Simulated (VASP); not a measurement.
# CdTe (F-43m) in VASP: notebook

CdTe is run at these levels: r2SCAN; tasks: single point.

All numbers are computed with VASP 6.6.1; they aren't measurements. Logs are shortened: lines on timing, memory, paths and dates and some standing lists are left out, and cuts for length are marked.

**The experiment to reproduce.**

From a printed reference work, data compilation, for a bulk crystal of CdTe at 0 K: band gap 1.607 eV.

How close the calculation comes is told below.

**1. The cell of the first run**

It takes space group F-43m (No. 216, cubic). The conventional cell has a = 6.601 Å, b = 6.601 Å, c = 6.601 Å, α = 90.00°, β = 90.00°, γ = 90.00°. Within 3.8 Å of Cd (site symmetry -43m) lie 4 Te at 2.86 Å. Te (site symmetry -43m) has 4 Cd at 2.86 Å within 3.8 Å.

**2. Single point, r2SCAN**

Input file POSCAR:

```
CdTe
1.0
    0.0000000000      3.3003161800      3.3003161800
    3.3003161800      0.0000000000      3.3003161800
    3.3003161800      3.3003161800      0.0000000000
Cd Te
1 1
Direct
    0.0000000000      0.0000000000      0.0000000000
    0.2500000000      0.2500000000      0.2500000000
```

Input file INCAR.step1:

```
SYSTEM = CdTe
PREC = Accurate ; ENCUT = 520
ISMEAR = -1 ; SIGMA = 0.02
LREAL = .FALSE. ; LASPH = .TRUE.
NELM = 60 ; NBANDS = 16
GGA = PE ; ALGO = Normal
EDIFF = 1E-4 ; LWAVE = .TRUE.
LCHARG = .FALSE.
```

Input file INCAR.step2:

```
SYSTEM = CdTe
PREC = Accurate ; ENCUT = 520
EDIFF = 1E-6 ; ISMEAR = -1
SIGMA = 0.02 ; LREAL = .FALSE.
LASPH = .TRUE. ; NELM = 60
ALGO = Normal ; ISIF = 2
LWAVE = .FALSE. ; LCHARG = .FALSE.
METAGGA = R2SCAN ; LMIXTAU = .TRUE.
NBANDS = 16 ; ISTART = 1
```

Input file KPOINTS:

```
regular mesh
0
G
  8 8 8
  0 0 0
```

Potentials or basis: VASP PAW PBE potentials, release 64 (Cd, Te).

Launch:

```bash
> cat potpaw_PBE.64/Cd/POTCAR potpaw_PBE.64/Te/POTCAR > POTCAR
> cp INCAR.step1 INCAR
> mpirun -np 1 vasp_std > vasp.out
> cp INCAR.step2 INCAR
> mpirun -np 1 vasp_std > vasp.out
```

OUTCAR:

```text
SYSTEM = CdTe
   PREC = Accurate
   ENCUT = 520
   EDIFF = 1E-6
   ISMEAR = -1
   LREAL = .FALSE.
   LASPH = .TRUE.
   NELM = 60
   ISIF = 2
   METAGGA = R2SCAN
   ISTART = 1

 ion  position               nearest neighbor table
   1  0.000  0.000  0.000-   2 2.86   2 2.86   2 2.86   2 2.86
   2  0.250  0.250  0.250-   1 2.86   1 2.86   1 2.86   1 2.86

  LATTYP: Found a face centered cubic cell.
 ALAT       =     6.6006323600

  Lattice vectors:

 A1 = (   0.0000000000,   3.3003161800,   3.3003161800)
 A2 = (   3.3003161800,   0.0000000000,   3.3003161800)
 A3 = (   3.3003161800,   3.3003161800,   0.0000000000)

Analysis of symmetry for initial positions (statically):
=====================================================================
 Subroutine PRICEL returns:
 Original cell was already a primitive cell.

 Routine SETGRP: Setting up the symmetry group for a
 face centered cubic supercell.

 Subroutine GETGRP returns: Found 24 space group operations
 (whereof 24 operations were pure point group operations)
 out of a pool of 48 trial point group operations.

The static configuration has the point symmetry T_d .

Analysis of symmetry for dynamics (positions and initial velocities):
=====================================================================
 Subroutine PRICEL returns:
 Original cell was already a primitive cell.

 Routine SETGRP: Setting up the symmetry group for a
 face centered cubic supercell.

 Subroutine GETGRP returns: Found 24 space group operations
 (whereof 24 operations were pure point group operations)
 out of a pool of 48 trial point group operations.

The dynamic configuration has the point symmetry T_d .

 Subroutine INISYM returns: Found 24 space group operations
 (whereof 24 operations are pure point group operations),
 and found     1 'primitive' translations

----------------------------------------------------------------------------------------

                                     Primitive cell

  volume of cell :      71.8947

  direct lattice vectors                    reciprocal lattice vectors
     0.000000000  3.300316180  3.300316180    -0.151500636  0.151500636  0.151500636
     3.300316180  0.000000000  3.300316180     0.151500636 -0.151500636  0.151500636
     3.300316180  3.300316180  0.000000000     0.151500636  0.151500636 -0.151500636

  length of vectors
     4.667351902  4.667351902  4.667351902     0.262406799  0.262406799  0.262406799

  position of ions in fractional coordinates (direct lattice)
     0.000000000  0.000000000  0.000000000
     0.250000000  0.250000000  0.250000000

  ion indices of the primitive-cell ions
   primitive index   ion index
                 1           1
                 2           2

----------------------------------------------------------------------------------------

 KPOINTS: regular mesh

Automatic generation of k-mesh.
 Grid dimensions read from file:
 generate k-points for:    8    8    8

 Generating k-lattice:

  Cartesian coordinates                     Fractional coordinates (reciprocal lattice)
    -0.018937579  0.018937579  0.018937579     0.125000000  0.000000000  0.000000000
     0.018937579 -0.018937579  0.018937579     0.000000000  0.125000000  0.000000000
     0.018937579  0.018937579 -0.018937579     0.000000000  0.000000000  0.125000000

  Length of vectors
     0.032800850  0.032800850  0.032800850

  Shift w.r.t. Gamma in fractional coordinates (k-lattice)
     0.000000000  0.000000000  0.000000000

 Subroutine IBZKPT returns following result:
 ===========================================

 Found     29 irreducible k-points:

 Following reciprocal coordinates:
            Coordinates               Weight
  0.000000  0.000000  0.000000      1.000000
  0.125000  0.000000  0.000000      8.000000
  0.250000  0.000000  0.000000      8.000000
  0.375000  0.000000  0.000000      8.000000
  0.500000  0.000000  0.000000      4.000000
  0.125000  0.125000  0.000000      6.000000
[... 16 lines left out ...]
  0.500000  0.250000  0.125000     48.000000
 -0.375000  0.250000  0.125000     24.000000
 [... further k-points ...]
   k-points           NKPTS =     29   k-points in BZ     NKDIM =     29   number of bands    NBANDS=     16
   number of dos      NEDOS =    301   number of ions     NIONS =      2
   total plane-waves  NPLWV =  46656
   dimension x,y,z NGX =    36 NGY =   36 NGZ =   36
   dimension x,y,z NGXF=    72 NGYF=   72 NGZF=   72
   ions per type =               1   1
   NGX,Y,Z   is equivalent  to a cutoff of  12.82, 12.82, 12.82 a.u.
   NGXF,Y,Z  is equivalent  to a cutoff of  25.65, 25.65, 25.65 a.u.
 SYSTEM =  CdTe
   PREC   = accura    normal or accurate (medium, high low for compatibility)
   ISTART =      1    job   : 0-new  1-cont  2-samecut
   ICHARG =      0    charge: 1-file 2-atom 10-const
   ISPIN  =      1    spin polarized calculation?
   LNONCOLLINEAR =      F non collinear calculations
   LSORBIT =      F    spin-orbit coupling
   LASPH  =      T    aspherical Exc in radial PAW
   ENCUT  =  520.0 eV  38.22 Ry    6.18 a.u.   8.68  8.68  8.68*2*pi/ulx,y,z
   NELM   =     60;   NELMIN=  2; NELMDL=  0     # of ELM steps
   EDIFF  = 0.1E-05   stopping-criterion for ELM
   LREAL  =      F    real-space projection
   EDIFFG = 0.1E-04   stopping-criterion for IOM
   NSW    =      0    number of steps for IOM
   IBRION =     -1    ionic relax: 0-MD 1-quasi-New 2-CG
   NFREE  =      0    steps in history (QN), initial steepest desc. (CG)
   ISIF   =      2    stress and relaxation
   ISYM   =      2    0-nonsym 1-usesym 2-fastsym
   POTIM  = 0.5000    time-step for ionic-motion
   TEBEG  =    0.0;   TEEND  =   0.0 temperature during run
   PSTRESS=    0.0 pullay stress
   NELECT =      18.0000    total number of electrons
   NUPDOWN=      -1.0000    fix difference up-down
   EMIN   =  10.00;   EMAX   =-10.00  energy-range for DOS
   EFERMI =   0.00;   METHOD = LEGACY
   ISMEAR =    -1;   SIGMA  =   0.02  broadening in eV -4-tet -1-fermi 0-gaus
   EFERMI_NEDOS =   21; number of points for ismear=-14 and -15
   IALGO  =     38    algorithm
   IMIX   =      4    mixing-type and parameters
     AMIX     =   0.40;   BMIX     =  1.00
     AMIX_MAG =   1.60;   BMIX_MAG =  1.00
  volume/ion in A,a.u.               =      35.95       242.58
  Fermi-wavevector in a.u.,A,eV,Ry     =   1.031811  1.949840 14.485222  1.064634
  Thomas-Fermi vector in A             =   2.165978
   LORBIT       =      0    0 simple, 1 ext, 2 COOP (PROOUT), +10 PAW based schemes
   METAGGA = R2SCAN    functional components
   LHFCALC =     F    Hartree Fock is set to
   AEXX    =    0.0000 exact exchange contribution
   IVDW    =     0    specifies the selected vdW correction
   LEPSILON=     F    determine dielectric tensor
   LRPA    =     F    only Hartree local field effects (RPA)
 non-spin polarized calculation
  energy-cutoff  :      520.00
  volume of cell :       71.89
 maximum number of plane-waves:      1964
   NGX = 17   NGY = 17   NGZ = 17

 number of electron      18.0000007 magnetization

 Free energy of the ion-electron system (eV)
  ---------------------------------------------------
  ext. energy  EPLUGINS =         0.00000000
  ---------------------------------------------------
  free energy    TOTEN  =       -46.64274771 eV

  energy without entropy =      -46.64274771  energy(sigma->0) =      -46.64274771

 E-fermi :   2.0125     XC(G=0):  -8.8514

 val. band max:        1.6145364136   @ k =   0.0000   0.0000   0.0000
 cond. band min:       2.7093634126   @ k =   0.0000   0.0000   0.0000
 fundamental gap:      1.0948269990
 Fermi energy:         2.0124935395

 k-point     1 :       0.0000    0.0000    0.0000
  band No.  band energies     occupation
      1      -9.6017      2.00000
      2      -6.7744      2.00000
      3      -6.7744      2.00000
      4      -6.7744      2.00000
      5      -6.5314      2.00000
      6      -6.5314      2.00000
[... 8 lines left out ...]
     15      11.3489      0.00000
     16      11.3489      0.00000

 k-point     2 :       0.1250    0.0000    0.0000
  band No.  band energies     occupation
      1      -9.5486      2.00000
      2      -6.7644      2.00000
      3      -6.7644      2.00000
      4      -6.7276      2.00000
      5      -6.5320      2.00000
      6      -6.5320      2.00000
[... 8 lines left out ...]
     15      10.6734      0.00000
     16      10.6734      0.00000

 k-point     3 :       0.2500    0.0000    0.0000
  band No.  band energies     occupation
      1      -9.4207      2.00000
      2      -6.7419      2.00000
      3      -6.7419      2.00000
      4      -6.5764      2.00000
      5      -6.5314      2.00000
      6      -6.5313      2.00000
[... 8 lines left out ...]
     15      10.4738      0.00000
     16      10.4738      0.00000

 k-point     4 :       0.3750    0.0000    0.0000
  band No.  band energies     occupation
      1      -9.2948      2.00000
      2      -6.7227      2.00000
      3      -6.7227      2.00000
      4      -6.5268      2.00000
      5      -6.5268      2.00000
      6      -6.3407      2.00000
[... 8 lines left out ...]
     15      11.2873      0.00000
     16      11.2873      0.00000
[... 324 lines left out ...]
 k-point    22 :       0.3750    0.2500    0.1250
  band No.  band energies     occupation
      1      -9.3276      2.00000
      2      -6.7163      2.00000
      3      -6.7051      2.00000
      4      -6.5691      2.00000
      5      -6.5222      2.00000
      6      -6.4404      2.00000
[... 8 lines left out ...]
     15      11.8362      0.00000
     16      12.4408      0.00000

 k-point    23 :       0.5000    0.2500    0.1250
  band No.  band energies     occupation
      1      -9.2296      2.00000
      2      -6.6975      2.00000
      3      -6.6887      2.00000
      4      -6.5538      2.00000
      5      -6.5222      2.00000
      6      -6.2325      2.00000
[... 8 lines left out ...]
     15      12.0330      0.00000
     16      12.7240      0.00000

 k-point    24 :      -0.3750    0.2500    0.1250
  band No.  band energies     occupation
      1      -9.1901      2.00000
      2      -6.6916      2.00000
      3      -6.6825      2.00000
      4      -6.5441      2.00000
      5      -6.5259      2.00000
      6      -6.1125      2.00000
[... 8 lines left out ...]
     15      12.1411      0.00000
     16      12.6826      0.00000

 [... further k-points ...]

------------------------ aborting loop because EDIFF is reached ----------------------------------------

  FORCE on cell =-STRESS in cart. coord.  units (eV):
  Direction    XX          YY          ZZ          XY          YZ          ZX
  --------------------------------------------------------------------------------------
  -------------------------------------------------------------------------------------
  Total       -0.2919335     -0.2919335     -0.2919335      0.0000000      0.0000000      0.0000000
  in kB       -6.5057579     -6.5057579     -6.5057579      0.0000000      0.0000000      0.0000000
  external PRESSURE =      -6.5057579 kB  Pullay stress =       0.0000000 kB

 VOLUME and BASIS-vectors are now :
 -----------------------------------------------------------------------------
  energy-cutoff  :      520.00
  volume of cell :       71.89
      direct lattice vectors                 reciprocal lattice vectors
     0.000000000  3.300316180  3.300316180    -0.151500636  0.151500636  0.151500636
     3.300316180  0.000000000  3.300316180     0.151500636 -0.151500636  0.151500636
     3.300316180  3.300316180  0.000000000     0.151500636  0.151500636 -0.151500636

 POSITION                                       TOTAL-FORCE (eV/Angst)
 -----------------------------------------------------------------------------------
      0.00000      0.00000      0.00000         0.000000      0.000000      0.000000
      1.65016      1.65016      1.65016        -0.000000     -0.000000     -0.000000
 -----------------------------------------------------------------------------------
    total drift:                               -0.000001     -0.000001     -0.000001

  FREE ENERGIE OF THE ION-ELECTRON SYSTEM (eV)
  ---------------------------------------------------
  free  energy   TOTEN  =       -46.6427477123 eV

  energy  without entropy=      -46.6427477123  energy(sigma->0) =      -46.64274771
```

It took 86 s on 1 thread of Intel Xeon Platinum 8488C (Sapphire Rapids), shared host; peak memory 0.23 GiB.

What came out:

| Quantity | Value |
| --- | --- |
| Free energy | -46.6427 eV |
| Pressure | -0.7 GPa |
| Band gap on the k mesh | 1.09 eV, direct |

Caveat: the PAW data sets were made with another functional, which shifts forces and pressure a little; spin-orbit coupling is left out, which moves the levels of the heavy elements.

**3. Single point, r2SCAN**

This run uses another cell than the first one, of 36.65 Å³/atom, 1.020 times its volume.

Input file POSCAR:

```
CdTe
1.0
    0.0000000000      3.3217474100      3.3217474100
    3.3217474100      0.0000000000      3.3217474100
    3.3217474100      3.3217474100      0.0000000000
Cd Te
1 1
Direct
    0.0000000000      0.0000000000      0.0000000000
    0.2500000000      0.2500000000      0.2500000000
```

Input file INCAR.step1:

```
SYSTEM = CdTe
ALGO = Normal ; EDIFF = 1E-4
ENCUT = 520 ; GGA = PE
ISMEAR = -1 ; LASPH = .True.
LCHARG = .False. ; LREAL = .False.
LWAVE = .True. ; NBANDS = 16
NELM = 80 ; PREC = Accurate
SIGMA = 0.02
```

Input file INCAR.step2:

```
SYSTEM = CdTe
ALGO = Normal ; EDIFF = 1E-6
ENCUT = 520 ; ISIF = 2
ISMEAR = -1 ; ISTART = 1
LASPH = .True. ; LCHARG = .False.
LMIXTAU = .True. ; LREAL = .False.
LWAVE = .False. ; METAGGA = R2SCAN
NBANDS = 16 ; NELM = 80
PREC = Accurate ; SIGMA = 0.02
```

Input file KPOINTS:

```
k-points
0
Gamma
  8 8 8
  0 0 0
```

Potentials or basis: VASP PAW PBE potentials, release 64 (Cd, Te).

Launch:

```bash
> cat potpaw_PBE.64/Cd/POTCAR potpaw_PBE.64/Te/POTCAR > POTCAR
> cp INCAR.step1 INCAR
> mpirun -np 1 vasp_std > vasp.out
> cp INCAR.step2 INCAR
> mpirun -np 1 vasp_std > vasp.out
```

Wall time 82 s (1 thread of Intel Xeon Platinum 8488C (Sapphire Rapids), shared host); peak memory 0.23 GiB.

The run converged. Its results:

```
Free energy            : -46.6339 eV
Pressure               : -1.3 GPa
Band gap on the k mesh : 1.03 eV, direct
```

Levels at points of the mesh, in eV from the valence-band top:
| k point | band 7 | band 8 | band 9 | band 10 | band 11 | band 12 |
| --- | --- | --- | --- | --- | --- | --- |
| (0.00, 0.00, 0.00) | 0.00 | 0.00 | 0.00 | 1.03 | 5.08 | 5.08 |
| (0.50, 0.00, 0.00) | -4.08 | -0.68 | -0.68 | 2.15 | 5.61 | 5.61 |
| (0.50, 0.50, 0.00) | -3.99 | -1.67 | -1.67 | 2.98 | 3.03 | 9.04 |

Caveat: the PAW data sets were made with another functional, which shifts forces and pressure a little; spin-orbit coupling is left out, which moves the levels of the heavy elements.

**4. Against experiment**

Step 2. Against the measured gap of CdTe, 1.607 eV (0 K; a printed reference work, data compilation), the calculated 1.09 eV is off by -0.51 eV. Spin-orbit coupling on Cd, Te is left out. The value is that of r2SCAN, without temperature or zero-point motion.

Step 3. Measured gap of CdTe: 1.607 eV (0 K; a printed reference work, data compilation). This calculation gives 1.03 eV (-0.57 eV). Spin-orbit coupling on Cd, Te is left out. The value is that of r2SCAN, without temperature or zero-point motion.
